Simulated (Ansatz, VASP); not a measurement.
# La: VASP beside Ansatz

Contents of INCAR:

```
SYSTEM = La
  PREC = Accurate
  ENCUT = 520
  EDIFF = 1E-6
  ISMEAR = -1
  SIGMA = 0.05
  LREAL = .FALSE.
  LASPH = .TRUE.
  NELM = 80
  ALGO = Normal
  ISIF = 2
  LWAVE = .FALSE.
  LCHARG = .TRUE.
  GGA = CA
  LELF = .TRUE.
  LVHAR = .TRUE.
  NBANDS = 12
```

Contents of KPOINTS:

```
regular mesh
0
G
  13 13 13
  0 0 0
```

Contents of POSCAR:

```
La
1.0
    3.0663369685      0.0000000000      0.0000000000
    0.0000000000      3.0663369685      0.0000000000
    0.0000000000      0.0000000000      3.0663369685
La
1
Direct
    0.0000000000      0.0000000000      0.0000000000
```

Input for Ansatz:

```yaml
crystal:
  lattice:
    - [3.0663369685, 0.0, 0.0]
    - [0.0, 3.0663369685, 0.0]
    - [0.0, 0.0, 3.0663369685]
  atoms:
    - { symbol: La, position: [0.0, 0.0, 0.0] }
kpoints:
  mp_grid: { grid: [13, 13, 13] }
  band_path:
    path:
      - [0.0, 0.0, 0.0]
      - [0.0, 0.5, 0.0]
      - [0.5, 0.5, 0.0]
      - [0.0, 0.0, 0.0]
      - [0.5, 0.5, 0.5]
      - [0.0, 0.5, 0.0]
      - [0.5, 0.5, 0.5]
      - [0.5, 0.5, 0.0]
    npoints: 8
scf:
  occupations: { method: fermi_dirac, width: 0.05 }
hamiltonian:
  xc: lda
  pseudopotentials: { kind: all_electron, lapw: { basis_error: 0.001 } }
output:
  forces: true
  stress: true
  eigenvalues: true
  populations: true
  dos: { projected: true, de: 0.2, e_range: [-14, 8] }
```

Change from the starting cell: volume scaled by 0.9, LAPW.

Alike in both runs: task single point; functional LDA; k mesh 13 × 13 × 13; occupations fermi-dirac, width 0.05 eV; no spin polarisation.

|  | VASP | Ansatz |
| --- | --- | --- |
| version | VASP 6.6.1 | Ansatz 0.2.0 |
| potentials or method | VASP PAW LDA potentials, release 64 (La) | all-electron LAPW, scalar-relativistic |
| plane-wave cutoff (eV) | 520 | see its input |

VASP gave:

* pressure (GPa): 3.7

What did Ansatz give for the same quantities?

Pressure (GPa): 3.9.

Ansatz ran all-electron here, so the differences hold the error of VASP's frozen core and of both bases.

The runs have no spin-orbit coupling, so splittings on La are missing.
